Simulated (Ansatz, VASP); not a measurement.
Ge: VASP beside Ansatz

INCAR

```
SYSTEM = Ge
PREC = Accurate
ENCUT = 520
EDIFF = 1E-6
ISMEAR = -1
SIGMA = 0.05
LREAL = .FALSE.
LASPH = .TRUE.
NELM = 100
ALGO = Normal
ISIF = 2
LWAVE = .FALSE.
LCHARG = .FALSE.
GGA = PE
NBANDS = 21
```

The input KPOINTS:

```
Automatic mesh
0
G
  10 10 10
  0 0 0
```

The input POSCAR:

```
Ge
1.0
    0.0000000000      2.8381679760      2.8381679760
    2.8381679760      0.0000000000      2.8381679760
    2.8381679760      2.8381679760      0.0000000000
Ge
2
Direct
    0.5000000000      0.5000000000      0.5000000000
    0.7500000000      0.7500000000      0.7500000000
```

Input for Ansatz:

```yaml
crystal:
  lattice:
    - [0.0, 2.838167976, 2.838167976]
    - [2.838167976, 0.0, 2.838167976]
    - [2.838167976, 2.838167976, 0.0]
  atoms:
    - { symbol: Ge, position: [0.5, 0.5, 0.5] }
    - { symbol: Ge, position: [0.75, 0.75, 0.75] }
kpoints:
  mp_grid: { grid: [10, 10, 10] }
  band_path:
    path:
      - [0.0, 0.0, 0.0]
      - [0.5, 0.0, 0.5]
      - [0.625, 0.25, 0.625]
      - [0.375, 0.375, 0.75]
      - [0.0, 0.0, 0.0]
      - [0.5, 0.5, 0.5]
      - [0.5, 0.25, 0.75]
      - [0.5, 0.0, 0.5]
    npoints: 5
scf:
  occupations: { method: fermi_dirac, width: 0.05 }
hamiltonian:
  xc: pbe
  pseudopotentials: { kind: all_electron, lapw: { basis_error: 0.00025 } }
output:
  forces: true
  stress: true
  eigenvalues: true
```

Change from the starting cell: volume scaled by 1.01.

Alike in both runs: task single point; functional PBE; k mesh 10 × 10 × 10; occupations fermi-dirac, width 0.05 eV; no spin polarisation.

|  | VASP | Ansatz |
| --- | --- | --- |
| version | VASP 6.6.1 | Ansatz 0.2.0 |
| potentials or method | VASP PAW PBE potentials, release 64 (Ge_d) | all-electron LAPW, scalar-relativistic |
| plane-wave cutoff (eV) | 520 | see its input |

Ansatz gave:

- pressure (GPa): 2.9

Question: Estimate VASP's values.

Answer: Pressure (GPa): 2.8.

Ansatz ran all-electron here, so the differences hold the error of VASP's frozen core and of both bases.
